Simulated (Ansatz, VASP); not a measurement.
**One calculation of CdS, two programs**

```
Cd S
1.0
     4.07892    0.00000    0.00000
    -2.03946    3.53245    0.00000
     0.00000    0.00000    6.65779
Cd S
2 2
Direct
  0.33333 0.66667 0.00000
  0.66667 0.33333 0.50000
  0.33333 0.66667 0.38500
  0.66667 0.33333 0.88500
```

Change from the starting cell: volume scaled by 0.96, crystal datasets.

Alike in both runs: task electric field gradients; functional PBE; k mesh 7 × 7 × 4; occupations fermi-dirac, width 0.01 eV; no spin polarisation.

```csv
,VASP,Ansatz
version,VASP 6.6.1,Ansatz 0.2.0
potentials or method,"VASP PAW PBE potentials, release 64 (Cd, S), cutoff 520 eV","all-electron PAW with datasets made for the crystal, scalar-relativistic"
```

VASP gave:

| Quantity | Value |
| --- | --- |
| gap on the k mesh at the Fermi level (eV) | 1.32 |
| pressure (GPa) | 5.8 |
| largest component of the traceless stress (GPa) | 1.96 |
| rms of the force components (eV/Å) | 0.181 |
| Vzz of the field gradient on the site that differs most (V/Å²) | 37.4 |

Problem. Which values does Ansatz return?

Solution. gap on the k mesh at the Fermi level (eV): 1.32; pressure (GPa): 5.4; largest component of the traceless stress (GPa): 1.91; rms of the force components (eV/Å): 0.176; Vzz of the field gradient on the site that differs most (V/Å²): 34.0.

Atom by atom the forces differ by 0.005 eV/Å (rms over components). Ansatz ran all-electron here, so the differences hold the error of VASP's frozen core and of both bases. Ansatz warned: «gradients_without_spin_orbit».
